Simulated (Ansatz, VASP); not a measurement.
## Si: VASP beside Ansatz

```
CELL_PARAMETERS angstrom
0.00000 2.70166 2.70166
2.70166 0.00000 2.70166
2.70166 2.70166 0.00000
ATOMIC_POSITIONS crystal
Si 0.50000 0.50000 0.50000
Si 0.75000 0.75000 0.75000
```

Alike in both runs: task single point; functional LDA; k mesh 10 × 10 × 10; occupations fermi-dirac, width 0.05 eV; no spin polarisation.

|  | VASP | Ansatz |
| --- | --- | --- |
| version | VASP 6.6.1 | Ansatz 0.2.0 |
| potentials or method | VASP PAW LDA potentials, release 64 (Si) | plane waves (420 eV) with PAW, scalar-relativistic |
| plane-wave cutoff (eV) | 520 | 420 |
| valence electrons in the cell | 8 | 8 |

```tsv
	VASP	Ansatz	Ansatz less VASP
pressure (GPa)	0.0	-0.1	-0.04
```

Ansatz warned: «pseudo_functional_mismatch».
